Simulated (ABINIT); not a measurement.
# KI (Fm-3m): one start, several treatments of the self-energy, part 2 of 2

How much does the gap of KI (Fm-3m) depend on the approximation to the self-energy?

ABINIT 10.8.3; PBE and many-body steps on it, plane waves. Known limits of the many-body steps: not at the basis limit; no spin-orbit coupling.

So far. Step 6 (G0W0, von der Linden-Horsch plasmon pole): Against G0W0 in ABINIT (4×4×4 mesh, 375 bands, screening to 228.6 eV, Godby-Needs plasmon pole), the gap moves by +0.188 eV. Step 7 (G0W0, Engel-Farid plasmon pole): Against G0W0 in ABINIT (4×4×4 mesh, 375 bands, screening to 228.6 eV, Godby-Needs plasmon pole), the gap moves by +0.058 eV.

## 8. One-shot Hartree-Fock

This step: one-shot Hartree-Fock on PBE, plane waves, norm-conserving pseudopotentials.

Input file run.abi:

```
acell 3*1.0 Angstrom
rprim 
  0.000000000000 3.532775000000 3.532775000000
  3.532775000000 0.000000000000 3.532775000000
  3.532775000000 3.532775000000 -0.000000000000
ntypat 2
znucl 19 53
natom 2
typat 1 2
xred 
  0.000000000000 0.000000000000 0.000000000000
  0.500000000000 0.500000000000 0.500000000000
pp_dirpath "pseudos"
pseudos "K.upf, I.upf"
ecut 33
ngkpt 4 4 4
nshiftk 1
shiftk 0 0 0
kptopt 1
chksymbreak 0
istwfk *1
occopt 1
irdwfk 1
optdriver 4
nband 12
gwcalctyp 5
ecutsigx 33
symsigma 1
nkptgw 1
kptgw 
  0.0000000000 0.0000000000 0.0000000000
bdgw 
  6 12
ixc_sigma 40
fftgw 31
indata_prefix "in"
outdata_prefix "out"
tmpdata_prefix "tmp"
```

Launch:

```
$ OMP_NUM_THREADS=1 mpirun -n 4 abinit run.abi > log
```

Numbers of over 12 decimals in the logs are rounded to 6 here.

The program printed:

```text
.Version 10.8.3 of ABINIT. v10.8.2 released Aug 2026.

 Symmetries : space group Fm -3 m (#225); Bravais cF (face-center cubic)
[... echo of the input left out ...]
== DATASET  1 ==================================================================
-   mpi_nproc: 4, omp_nthreads: 1 (-1 if OMP is not activated)

--- !DatasetInfo
iteration_state: {dtset: 1, }
dimensions: {natom: 2, nkpt: 8, mband: 12, nsppol: 1, nspinor: 1, nspden: 1, mpw: 5434, }
cutoff_energies: {ecut:  33.0, pawecutdg:  -1.0, }
[...]
10   6.624  -7.766  -3.475   0.000   1.000   0.000  -3.475   4.290  10.914
       11   6.624  -7.766  -3.475   0.000   1.000   0.000  -3.475   4.290  10.914
       12   6.624  -7.766  -3.475   0.000   1.000   0.000  -3.475   4.290  10.914

== END DATASET(S) ==============================================================
================================================================================

 -outvars: echo values of variables after computation  --------
           etotal      0.0000000000E+00
            nband          12
             nkpt           8
          spgroup         225
 [... the other variables as echoed above ...]

 Calculation completed.
```

The job ended after 2.9 s (4 MPI ranks of Arm Neoverse V1, shared host; peak memory 0.21 GiB; 11 s of CPU time).

This step gave:

```yaml
quasiparticle_gap_on_the_points_computed: 10.50 eV
starting_gap_on_the_mesh: 3.962 eV
k_of_the_valence_top: 0, 0, 0
k_of_the_conduction_bottom: 0, 0, 0
least_direct_quasiparticle_gap_on_the_computed_points: 10.50 eV
```

Against G0W0 in ABINIT (4×4×4 mesh, 375 bands, screening to 228.6 eV, Godby-Needs plasmon pole), the gap moves by +4.404 eV.

## 9. Screening, 4×4×4 mesh, 375 bands, screening to 228.6 eV

This step: RPA screening on PBE, plane waves, norm-conserving pseudopotentials.

run.abi, as its differences from that of step 8:

```diff
@@ -23,14 +23,14 @@
 irdwfk 1
-optdriver 4
-nband 12
-gwcalctyp 5
-ecutsigx 33
-symsigma 1
-nkptgw 1
-kptgw 
-  0.0000000000 0.0000000000 0.0000000000
-bdgw 
-  6 12
-ixc_sigma 40
-fftgw 31
+optdriver 3
+nband 375
+ecuteps 8.4
+inclvkb 2
+awtr 1
+symchi 1
+gwcalctyp 2
+nfreqre 16
+freqremax 40 eV
+nfreqim 8
+spmeth 1
+nomegasf 120
 indata_prefix "in"
```

The program printed:

```text
.Version 10.8.3 of ABINIT. v10.8.2 released Aug 2026.

 Symmetries : space group Fm -3 m (#225); Bravais cF (face-center cubic)
[... echo of the input left out ...]
== DATASET  1 ==================================================================
-   mpi_nproc: 4, omp_nthreads: 1 (-1 if OMP is not activated)

--- !DatasetInfo
iteration_state: {dtset: 1, }
dimensions: {natom: 2, nkpt: 8, mband: 375, nsppol: 1, nspinor: 1, nspden: 1, mpw: 5434, }
cutoff_energies: {ecut:  33.0, pawecutdg:  -1.0, }
electrons: {nelect:   1.60000000E+01, charge:   0.00000000E+00, occopt:   1.00000000E+00, tsmear:   1.00000000E-02, }

 SCREENING: Calculation of the susceptibility and dielectric matrices

 Based on a program developped by R.W. Godby, V. Olevano, G. Onida, and L. Reining.
 Incorporated in ABINIT by V. Olevano, G.-M. Rignanese, and M. Torrent.
.Using double precision arithmetic ; gwpc =  8

[... cell and pseudopotentials left out ...]
--------------------------------------------------------------------------------

 ==== K-mesh for the wavefunctions ====
 Number of points in the irreducible wedge :     8
[... list of points left out ...]
 Together with 48 symmetry operations and time-reversal symmetry
 yields    64 points in the full Brillouin Zone.

 ==== Q-mesh for the screening function ====
 Number of points in the irreducible wedge :     8
[... list of points left out ...]
 Together with 48 symmetry operations and time-reversal symmetry
 yields    64 points in the full Brillouin Zone.

 setmesh: FFT mesh size selected  =    40x   40x   40
          total number of points  =        64000

 vcoul_init : cutoff-mode = AUXILIARY_FUNCTION
 q-points for optical limit:   1
     1)      0.000010    0.000020    0.000030

- screening: taking advantage of time-reversal symmetry
- Maximum band index for partially occupied states nbvw = 8
- Remaining bands to be divided among processors   nbcw = 367
- Number of bands treated by each node ~91

 Number of electrons calculated from density =   16.0000; Expected =   16.0000
 average of density, n =  0.026887
 r_s =    2.0707
 omega_plasma =   15.8172 [eV]

 calculating chi0 at frequencies [eV] :
  1    0.000000E+00    0.000000E+00
  2    2.666667E+00    0.000000E+00
  3    5.333333E+00    0.000000E+00
[...]
23    0.000000E+00    4.028354E+01
 24    0.000000E+00    5.671966E+01

--------------------------------------------------------------------------------
  q-point number  1        q = ( 0.000000, 0.000000, 0.000000) [r.l.u.]
--------------------------------------------------------------------------------
[... chi0 elements left out ...]
  [... further frequencies ...]

 No. of calculated frequencies >  15, stop printing
 For q-point:  0.000010 0.000020 0.000030
  dielectric constant =   2.6804
  dielectric constant without local fields =   3.3121

  Average fulfillment of the sum rule on Im[epsilon] for q-point    1 :     92.20  [%]
[... wings left out ...]
  q-point number  2        q = ( 0.250000, 0.000000, 0.000000) [r.l.u.]
--------------------------------------------------------------------------------
[... chi0 elements left out ...]
  [... further frequencies ...]

 No. of calculated frequencies >  15, stop printing
  Average fulfillment of the sum rule on Im[epsilon] for q-point    2 :     95.86  [%]

 [... 6 further q-points ...]
```

It took 15 min on 4 MPI ranks; peak memory 6 GiB; 60 min of CPU time.

This step gave:

```yaml
eps_infinity_with_local_fields_on_this_mesh_along_the_program_s_q_direction: 2.680
the_same_without_local_fields: 3.312
plasma_frequency: 15.82 eV
plane_waves_in_the_screening_matrix: 701
```

## 10. G0W0, contour deformation

This step: G0W0 on PBE, plane waves, norm-conserving pseudopotentials.

run.abi, as its differences from that of step 9:

```diff
@@ -23,14 +23,15 @@
 irdwfk 1
-optdriver 3
+optdriver 4
 nband 375
+gwcalctyp 2
+ecutsigx 33
+symsigma 1
+nkptgw 1
+kptgw 
+  0.0000000000 0.0000000000 0.0000000000
+bdgw 
+  6 12
 ecuteps 8.4
-inclvkb 2
-awtr 1
-symchi 1
-gwcalctyp 2
-nfreqre 16
-freqremax 40 eV
-nfreqim 8
-spmeth 1
-nomegasf 120
+irdscr 1
+gwmem 01
 indata_prefix "in"
```

The program printed:

```text
.Version 10.8.3 of ABINIT. v10.8.2 released Aug 2026.

 Symmetries : space group Fm -3 m (#225); Bravais cF (face-center cubic)
[... echo of the input left out ...]
== DATASET  1 ==================================================================
-   mpi_nproc: 4, omp_nthreads: 1 (-1 if OMP is not activated)

--- !DatasetInfo
iteration_state: {dtset: 1, }
dimensions: {natom: 2, nkpt: 8, mband: 375, nsppol: 1, nspinor: 1, nspden: 1, mpw: 5434, }
cutoff_energies: {ecut:  33.0, pawecutdg:  -1.0, }
[...]
7   0.119 -11.176 -14.233   1.047   0.793  -0.260 -12.770  -1.594  -1.476
[...]
12   6.624  -7.766  -3.475  -3.089   0.830  -0.204  -6.769   0.997   7.621
       12   0.000   0.000   0.000   0.000   0.000   0.000   0.000   0.000   0.000

== END DATASET(S) ==============================================================
================================================================================

 -outvars: echo values of variables after computation  --------
           etotal      0.0000000000E+00
            nband         375
             nkpt           8
          spgroup         225
 [... the other variables as echoed above ...]

 Calculation completed.
```

Elapsed: 63 s, on 4 MPI ranks; peak memory 4.3 GiB.

This step gave:

```yaml
g0w0_gap_on_the_points_computed: 6.022 eV
starting_gap_on_the_mesh: 3.962 eV
k_of_the_valence_top: 0, 0, 0
k_of_the_conduction_bottom: 0, 0, 0
least_direct_g0w0_gap_on_the_computed_points: 6.022 eV
```

Against G0W0 in ABINIT (4×4×4 mesh, 375 bands, screening to 228.6 eV, Godby-Needs plasmon pole), the gap moves by −0.070 eV.

## 11. Screening, 4×4×4 mesh, 375 bands, screening to 228.6 eV

This step: RPA screening on PBE, plane waves, norm-conserving pseudopotentials.

run.abi, as its differences from that of step 10:

```diff
@@ -23,15 +23,11 @@
 irdwfk 1
-optdriver 4
+optdriver 3
 nband 375
-gwcalctyp 2
-ecutsigx 33
-symsigma 1
-nkptgw 1
-kptgw 
-  0.0000000000 0.0000000000 0.0000000000
-bdgw 
-  6 12
 ecuteps 8.4
-irdscr 1
-gwmem 01
+inclvkb 2
+awtr 1
+symchi 1
+gwcalctyp 1
+nfreqre 0
+nfreqim 16
 indata_prefix "in"
```

The program printed:

```text
.Version 10.8.3 of ABINIT. v10.8.2 released Aug 2026.

 Symmetries : space group Fm -3 m (#225); Bravais cF (face-center cubic)
[... echo of the input left out ...]
== DATASET  1 ==================================================================
-   mpi_nproc: 4, omp_nthreads: 1 (-1 if OMP is not activated)

--- !DatasetInfo
iteration_state: {dtset: 1, }
dimensions: {natom: 2, nkpt: 8, mband: 375, nsppol: 1, nspinor: 1, nspden: 1, mpw: 5434, }
cutoff_energies: {ecut:  33.0, pawecutdg:  -1.0, }
[...]
No. of calculated frequencies >  15, stop printing
 For q-point:  0.000010 0.000020 0.000030
  dielectric constant =   2.6562
  dielectric constant without local fields =   3.2762

  Average fulfillment of the sum rule on Im[epsilon] for q-point    1 :     92.20  [%]
[... wings left out ...]
  q-point number  2        q = ( 0.250000, 0.000000, 0.000000) [r.l.u.]
--------------------------------------------------------------------------------
[... chi0 elements left out ...]
  [... further frequencies ...]

 No. of calculated frequencies >  15, stop printing
  Average fulfillment of the sum rule on Im[epsilon] for q-point    2 :     95.86  [%]

 [... 6 further q-points ...]
```

It took 27 min on 4 MPI ranks; peak memory 4.4 GiB; 1.8 h of CPU time.

This step gave:

```
ε∞ with local fields, on this mesh, along the program's q direction : 2.656
the same without local fields                                       : 3.276
plasma frequency                                                    : 15.82 eV
plane waves in the screening matrix                                 : 701
```

## 12. G0W0, analytic continuation

This step: G0W0 on PBE, plane waves, norm-conserving pseudopotentials.

run.abi, as its differences from that of step 11:

```diff
@@ -23,11 +23,17 @@
 irdwfk 1
-optdriver 3
+optdriver 4
 nband 375
+gwcalctyp 1
+ecutsigx 33
+symsigma 1
+nkptgw 1
+kptgw 
+  0.0000000000 0.0000000000 0.0000000000
+bdgw 
+  6 12
 ecuteps 8.4
-inclvkb 2
-awtr 1
-symchi 1
-gwcalctyp 1
-nfreqre 0
-nfreqim 16
+irdscr 1
+nomegasi 12
+omegasimax 25 eV
+gwmem 01
 indata_prefix "in"
```

The program printed:

```text
.Version 10.8.3 of ABINIT. v10.8.2 released Aug 2026.

 Symmetries : space group Fm -3 m (#225); Bravais cF (face-center cubic)
[... echo of the input left out ...]
== DATASET  1 ==================================================================
-   mpi_nproc: 4, omp_nthreads: 1 (-1 if OMP is not activated)

--- !DatasetInfo
iteration_state: {dtset: 1, }
dimensions: {natom: 2, nkpt: 8, mband: 375, nsppol: 1, nspinor: 1, nspden: 1, mpw: 5434, }
cutoff_energies: {ecut:  33.0, pawecutdg:  -1.0, }
[...]
7  -1.981 -11.176 -14.233   0.912   0.806  -0.241 -12.870  -1.694  -3.676
[...]
12   4.524  -7.766  -3.475  -3.107   0.850  -0.177  -6.766   0.999   5.523
       12   0.000   0.000   0.000  -0.031  -0.010  -0.014  -0.039  -0.039  -0.039

== END DATASET(S) ==============================================================
================================================================================

 -outvars: echo values of variables after computation  --------
           etotal      0.0000000000E+00
            nband         375
             nkpt           8
          spgroup         225
 [... the other variables as echoed above ...]

 Calculation completed.
```

Run time: 74 s. Hardware: 4 MPI ranks; peak memory 4.9 GiB.

This step gave:

```
G0W0 gap on the points computed              : 6.084 eV
starting gap on the mesh                     : 3.962 eV
k of the valence top                         : 0, 0, 0
k of the conduction bottom                   : 0, 0, 0
least direct G0W0 gap on the computed points : 6.084 eV
```

Against G0W0 in ABINIT (4×4×4 mesh, 375 bands, screening to 228.6 eV, Godby-Needs plasmon pole), the gap moves by −0.008 eV.

## 13. Side by side

Times are wall times on 4 MPI ranks of Arm Neoverse V1, shared host, good to a factor of about two. A run's time includes the screening step that it read.

```csv
run,mesh,bands,screening cutoff (eV),DFT gap (eV),gap on the mesh (eV),direct (eV),ε∞ used,time
"G0W0, Godby-Needs plasmon pole",4×4×4,375,228.6,3.962,6.092,6.092,2.66,7.5 min
"G0W0, Hybertsen-Louie plasmon pole",4×4×4,375,228.6,3.962,6.181,6.181,2.66,7.5 min
"G0W0, von der Linden-Horsch plasmon pole",4×4×4,375,228.6,3.962,6.280,6.280,2.66,6.3 min
"G0W0, Engel-Farid plasmon pole",4×4×4,375,228.6,3.962,6.150,6.150,2.66,6.3 min
one-shot Hartree-Fock,4×4×4,-,-,3.962,10.496,10.496,-,2.9 s
"G0W0, contour deformation",4×4×4,375,228.6,3.962,6.022,6.022,2.68,16 min
"G0W0, analytic continuation",4×4×4,375,228.6,3.962,6.084,6.084,2.66,28 min
```

## 14. Summary of results

```json
{
  "G0W0, Godby-Needs plasmon pole": "6.092 eV",
  "G0W0, Hybertsen-Louie plasmon pole": "6.181 eV",
  "G0W0, von der Linden-Horsch plasmon pole": "6.280 eV",
  "G0W0, Engel-Farid plasmon pole": "6.150 eV",
  "one-shot Hartree-Fock": "10.496 eV",
  "G0W0, contour deformation": "6.022 eV",
  "G0W0, analytic continuation": "6.084 eV",
  "known limits": "not at the basis limit; no spin-orbit coupling"
}
```

In words: G0W0, Hybertsen-Louie plasmon pole: +0.089 eV against G0W0, Godby-Needs plasmon pole. G0W0, von der Linden-Horsch plasmon pole: +0.188 eV against G0W0, Godby-Needs plasmon pole. G0W0, Engel-Farid plasmon pole: +0.058 eV against G0W0, Godby-Needs plasmon pole. One-shot Hartree-Fock: +4.404 eV against G0W0, Godby-Needs plasmon pole. G0W0, contour deformation: −0.070 eV against G0W0, Godby-Needs plasmon pole. G0W0, analytic continuation: −0.008 eV against G0W0, Godby-Needs plasmon pole. Bare exchange alone opens the gap to 10.50 eV; against G0W0, correlation takes back 4.40 eV. Bands and cutoff are finite, so the gap is not at the basis limit. The miss can reach some tenths of an eV and take either sign; the mesh is an error of its own. In the G0W0 runs levels were corrected at 1 k point alone, so a gap called «on the mesh» is the least over those, and an edge elsewhere would be missed. The many-body steps are scalar-relativistic: spin-orbit coupling is not in them.

[Paths, hosts, dates, memory and timing lines, banners, echoed tables and standing remarks are left out of the program output.]

[Logs are printed without paths, hosts, clocks, repeated set-up lines and the standing remarks that a program may print on its own settings, such as how far it seeks lower states.]

[Runs of the session that timed out or met a known fault of the program may be left out.]

[Hosts, paths, dates, database ids (printed as entryN), source tags and the programs' standing remarks are cut or masked in the printed files.]

[G0W0 gaps are taken among the corrected bands and points alone; a level outside them can change the order at an edge.]

[Where Ansatz stands beside ABINIT at settings called matched, ABINIT's density can come from a denser mesh and the files from another edition; pairs whose starting gaps differed by over 0.03 eV were left out, so agreement reads better than it is.]
